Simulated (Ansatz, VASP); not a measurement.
## Au: VASP beside Ansatz

```xyz
2
Lattice="1.4113 -2.5559 0.0000 1.4113 2.5559 0.0000 0.0000 0.0000 4.8932" Properties=species:S:1:pos:R:3 pbc="T T T"
Au    1.4113   -0.8451    1.2233
Au    1.4113    0.8451    3.6699
```

This isn't the form of Au at room conditions, which is fcc.

Alike in both runs: task single point; functional PBEsol; k mesh 16 × 16 × 10; occupations gaussian, width 0.1 eV; no spin polarisation.

|  | VASP | Ansatz |
| --- | --- | --- |
| version | VASP 6.6.1 | Ansatz 0.2.0 |
| potentials or method | VASP PAW PBE potentials, release 64 (Au) | scalar-relativistic, plane waves, PAW |
| plane-wave cutoff (eV) | 520 | 420 |
| valence electrons in the cell | 22 | 38 |

Ansatz gave:

* gap on the k mesh at the Fermi level (eV): none
* pressure (GPa): -5.3
* largest component of the traceless stress (GPa): 1.04
* rms of the force components (eV/Å): 0.005

Task: What did VASP give for the same quantities?

Result: gap on the k mesh at the Fermi level (eV): none; pressure (GPa): -5.5; largest component of the traceless stress (GPa): 1.02; rms of the force components (eV/Å): 0.005.

Atom by atom the forces differ by 0.000 eV/Å (rms over components). A gap of «none» marks a metal or a gap that the smearing closes. The two sets of potentials don't hold the same shells in valence.

Caveats: the PAW data sets were made with another functional, which shifts forces and pressure a little (VASP). Spin-orbit coupling is left out, which matters for the levels of Au.
